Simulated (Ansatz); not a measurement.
Pt: pressure and energy above lowest point against volume per atom

Results calculated with Ansatz 0.2.0 development build, not measured. Equation of state of a cubic crystal from periodic Kohn-Sham density functional theory without spin; pressure corrected for the finite basis.

Cell of the first row (space group Im-3m, No. 229):
```
Pt
1.0
     -1.5718     1.5718     1.5718
      1.5718    -1.5718     1.5718
      1.5718     1.5718    -1.5718
Pt
1
Direct
  0.00000 0.00000 0.00000
```

Settings of every row: formula Pt; structure type bcc; functional PBE; spin treatment none; k mesh 24x24x24; occupation method fermi-dirac; occupation width 0.061225619 eV; wave cutoff 700 eV; datasets hard PAW; density cutoff ratio 4.

Limits: a cubic model structure, not a phase known at ambient conditions; the SCF threshold is loose for a stress in some rows; no spin-orbit coupling, which can matter with elements this heavy.

```
row  volume per atom (Å³)  pressure (GPa)  energy above lowest point (meV/atom)
  1                15.531            4.84                                  4.48
  2                15.848           -0.21                                     0
  3                16.166               ?                                     ?
  4                16.482          -8.549                                 18.04
  5                16.799         -11.972                                 38.42
```

Question: what pressure and energy above lowest point should row 3 give?

Worked fit of pressure. Take u = (V_r/V)^(2/3) − 1 with V_r = 16.165 Å³ an atom, which is twice the finite (Eulerian) strain; such expansions in the strain, on which the Birch-Murnaghan equation of state is built, carry the rest volume and the bulk modulus. The shown rows have u = 0.02703, 0.01329, -0.01286, -0.02532. Least squares give pressure = −4.6509 + 318.973 × u + 1184.5 × u² GPa; a straight line predicts inner rows, each left out in turn, worse (root mean square 0.47 against 0.019 GPa). The rows lie off it by 0.004, -0.007, 0.008, -0.004 (root mean square 0.006 GPa). The pressure vanishes at u = 0.0139, or V = 15.83 Å³ an atom, and there the bulk modulus at fixed shape and fractions is B = −V dP/dV = (2/3)(1 + u) dP/du = 238 GPa. The withheld row has u = -4e-05, so the fit gives −4.6509 + 318.973 × (-4e-05) + 1184.5 × (-4e-05)² = -4.664 GPa.

The calculation gave -4.65 GPa. The fit lies 0.014 GPa (0.083 % of the column's range) below it; its largest miss of a shown row is 0.008 GPa.

Worked fit of energy above lowest point. Take u = (V_r/V)^(2/3) − 1 with V_r = 16.165 Å³ an atom, which is twice the finite (Eulerian) strain; such expansions in the strain, on which the Birch-Murnaghan equation of state is built, carry the rest volume and the bulk modulus. The shown rows have u = 0.02703, 0.01329, -0.01286, -0.02532. Least squares give energy above lowest point = 4.888 − 693.01 × u + 25017 × u² meV/atom; a straight line predicts inner rows, each left out in turn, worse (root mean square 9.9 against 0.25 meV/atom). The rows lie off it by 0.05, -0.10, 0.10, -0.05 (root mean square 0.079 meV/atom). Its lowest point lies at u = 0.0139, or V = 15.83 Å³ an atom, and the curvature there gives the bulk modulus at fixed shape and fractions, B = (4/9)(1 + u)² E″(u)/V = 231 GPa. The withheld row has u = -4e-05, so the fit gives 4.888 − 693.01 × (-4e-05) + 25017 × (-4e-05)² = 4.92 meV/atom.

The calculation gave 4.9 meV/atom. The fit lies 0.02 meV/atom (0.052 % of the column's range) above it; its largest miss of a shown row is 0.10 meV/atom.
